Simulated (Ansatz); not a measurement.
# H started on an O site and H started in the widest void in alpha-quartz SiO2, 73 atoms, charge +1

Wanted: geometry, formation energy and gap levels of the defect, compared across PBEsol, HSE06 and r²SCAN.

Program: Ansatz 0.2.0, PAW, plane waves. These are calculated values, not measurements.

## (1) The system as built

73 atoms (24 Si, 47 O, 2 H); a = 9.902 Å, b = 9.902 Å, c = 10.886 Å, α = 90.00°, β = 90.00°, γ = 120.00°. All atoms were shaken off their sites by about 0.02 Å along each axis. Defect site 1: (0.427, 0.294, 0.440). Defect site 2: (0.500, 0.174, 0.583). Starting moments add up to 1 μB.

Plan of the steps: (2) PBEsol relaxation at the single k point (¼, ¼, ¼), on 1 × NVIDIA GB200 with 8 threads of Arm Neoverse-V2; (3) HSE06 single point at the single k point (¼, ¼, ¼), on 1 × NVIDIA GB200 with 8 threads of Arm Neoverse-V2; (4) r²SCAN single point at the single k point (¼, ¼, ¼), on 1 × NVIDIA GB200 with 8 threads of Arm Neoverse-V2.

## (2) Relaxation of the positions (PBEsol)

Contents of in.yaml:

```yaml
crystal:
  lattice:
    - [9.901639, 0.000000, 0.000000]
    - [-4.950819, 8.575071, 0.000000]
    - [0.000000, 0.000000, 10.885880]
  atoms:
    - { symbol: Si, position: [0.236656, 0.997998, 0.165805] }
    - { symbol: Si, position: [0.238835, 0.002309, 0.669438] }
    - { symbol: Si, position: [0.234768, 0.500390, 0.167501] }
    - { symbol: Si, position: [0.232703, 0.498493, 0.663240] }
    - { symbol: Si, position: [0.735417, 0.998814, 0.167399] }
    - { symbol: Si, position: [0.739135, 0.002703, 0.665129] }
    - { symbol: Si, position: [0.736617, 0.499250, 0.169547] }
    - { symbol: Si, position: [0.735773, 0.498444, 0.668853] }
    - { symbol: Si, position: [0.998038, 0.234456, 0.331724] }
    - { symbol: Si, position: [0.997308, 0.234633, 0.833289] }
    - { symbol: Si, position: [0.002933, 0.738177, 0.335896] }
    - { symbol: Si, position: [0.996737, 0.733562, 0.833857] }
    - { symbol: Si, position: [0.500719, 0.235773, 0.335671], spin: 0.25 }
    - { symbol: Si, position: [0.500086, 0.235026, 0.830715] }
    - { symbol: Si, position: [0.496310, 0.730586, 0.333606] }
    - { symbol: Si, position: [0.500952, 0.736665, 0.832402] }
    - { symbol: Si, position: [0.263778, 0.262410, 0.998129] }
    - { symbol: Si, position: [0.265478, 0.265462, 0.497225], spin: 0.25 }
    - { symbol: Si, position: [0.266424, 0.764653, 0.999872] }
    - { symbol: Si, position: [0.265166, 0.764386, 0.499991] }
    - { symbol: Si, position: [0.764250, 0.264520, 0.000730] }
    - { symbol: Si, position: [0.763110, 0.262548, 0.502275] }
    - { symbol: Si, position: [0.759603, 0.767860, 0.999400] }
    - { symbol: Si, position: [0.769499, 0.769674, 0.502354] }
    - { symbol: O, position: [0.203652, 0.134240, 0.109320] }
    - { symbol: O, position: [0.211435, 0.132553, 0.606648] }
    - { symbol: O, position: [0.209833, 0.634811, 0.107423] }
    - { symbol: O, position: [0.208947, 0.635917, 0.609988] }
    - { symbol: O, position: [0.706248, 0.132448, 0.105716] }
    - { symbol: O, position: [0.705158, 0.133915, 0.605424] }
    - { symbol: O, position: [0.709469, 0.632512, 0.107498] }
    - { symbol: O, position: [0.707248, 0.632938, 0.606067] }
    - { symbol: O, position: [0.362512, 0.070677, 0.271215] }
    - { symbol: O, position: [0.366452, 0.076402, 0.773498] }
    - { symbol: O, position: [0.364137, 0.570099, 0.272990] }
    - { symbol: O, position: [0.371280, 0.574750, 0.772723] }
    - { symbol: O, position: [0.868892, 0.074258, 0.271689] }
    - { symbol: O, position: [0.864051, 0.070982, 0.772960] }
    - { symbol: O, position: [0.865582, 0.572068, 0.274219] }
    - { symbol: O, position: [0.867549, 0.575047, 0.775326] }
    - { symbol: O, position: [0.426760, 0.290904, 0.938658] }
    - { symbol: O, position: [0.425157, 0.794355, 0.440913] }
    - { symbol: O, position: [0.425399, 0.792329, 0.938806] }
    - { symbol: O, position: [0.922994, 0.290796, 0.440355] }
    - { symbol: O, position: [0.922848, 0.289790, 0.939264] }
    - { symbol: O, position: [0.928544, 0.796907, 0.442444] }
    - { symbol: O, position: [0.930450, 0.793440, 0.937888] }
    - { symbol: O, position: [0.133202, 0.203954, 0.392884] }
    - { symbol: O, position: [0.130893, 0.206381, 0.891194] }
    - { symbol: O, position: [0.132182, 0.707454, 0.392822] }
    - { symbol: O, position: [0.135491, 0.704474, 0.892171] }
    - { symbol: O, position: [0.630764, 0.203878, 0.394386] }
    - { symbol: O, position: [0.631998, 0.206004, 0.892816] }
    - { symbol: O, position: [0.634504, 0.708819, 0.389821] }
    - { symbol: O, position: [0.631007, 0.703460, 0.893596] }
    - { symbol: O, position: [0.072700, 0.365392, 0.226078] }
    - { symbol: O, position: [0.072211, 0.365751, 0.724305] }
    - { symbol: O, position: [0.077833, 0.866628, 0.225457] }
    - { symbol: O, position: [0.070790, 0.867624, 0.724621] }
    - { symbol: O, position: [0.575369, 0.367719, 0.224123] }
    - { symbol: O, position: [0.569700, 0.363176, 0.724231] }
    - { symbol: O, position: [0.577449, 0.872401, 0.224746] }
    - { symbol: O, position: [0.573668, 0.863827, 0.725757] }
    - { symbol: O, position: [0.293052, 0.427408, 0.060072] }
    - { symbol: O, position: [0.294489, 0.426195, 0.558065] }
    - { symbol: O, position: [0.296847, 0.929280, 0.058557] }
    - { symbol: O, position: [0.293686, 0.924893, 0.560260] }
    - { symbol: O, position: [0.797136, 0.431142, 0.058564] }
    - { symbol: O, position: [0.793765, 0.426128, 0.561617] }
    - { symbol: O, position: [0.791213, 0.925226, 0.061267] }
    - { symbol: O, position: [0.795930, 0.925270, 0.559216] }
    - { symbol: H, position: [0.427564, 0.296825, 0.439232], spin: 0.25 }
    - { symbol: H, position: [0.499944, 0.173944, 0.585109], spin: 0.25 }
  symmetry: { detect: false }
kpoints:
  mp_grid: { grid: [1, 1, 1], shift: [0.25, 0.25, 0.25] }
hamiltonian:
  xc: pbesol
total_charge: 1
magnetization:
  spin_polarized: true
scf:
  occupations: { method: fermi_dirac, width: 0.01 }
relax:
  f_tol: 0.03
  max_steps: 80
  escape_saddle: false
  adjacent_minimum: "off"
output:
  forces: true
  eigenvalues: true
  populations: true
  charged_corrections: { epsilon: 4.5 }
```

Launch:

```console
ansatz run in.yaml --threads 8 --pin off --max-ram 118750MiB --runs-dir r --events-out ev --progress --plain --backend cuda --devices 0, --max-vram 170GiB
```

Further steps of the session: Single point with HSE06; Single point with r²SCAN.

Q: Predict the outcome of this session. Wanted: for each run, formation energy; host gap; top filled to lowest empty; moment.

The runs gave:

| level | time | formation energy (eV) | host gap (eV) | top filled to lowest empty (eV) | moment (μB) |
| --- | --- | --- | --- | --- | --- |
| PBEsol, relaxation | 7.2 s (GPU) | 5.53 | 5.75 | 3.02 | 1.00 |
| HSE06 | 20 s (GPU) | 4.75 | 7.72 | 5.02 | 1.00 |
| r²SCAN | 5.1 s (GPU) | 5.60 | 6.52 | 4.04 | 1.00 |

| quantity | value |
| --- | --- |
| relaxation | 9 recorded steps, 2.09 eV gained |
| largest shift | 0.24 Å (H73) |
| largest local moment | +0.86 μB on H |

Relaxation gains 2.09 eV, with shifts up to 0.24 Å (H73). The formation energy at E_F = VBM goes from 5.53 eV (PBEsol) to 4.75 eV (HSE06), as the host gap goes from 5.75 to 7.72 eV. The reservoirs are the elements' reference phases; where the defect changes the composition, the value depends on that choice. r²SCAN puts 4 localised levels over 0.1 eV inside the gap, at 1.05 (filled), 5.08 (empty), 5.09 (empty), 5.18 (empty) eV, the tightest of them shared by about 3 atoms. The price of HSE06 is about 3.9 times the time of r²SCAN here. The host's edges were read at Γ, so band-like levels at this k point need not coincide with them. One k point and a cell of this size can leave errors of several tenths of an eV. The dielectric constant of 4.5 in the correction is an assumed value.
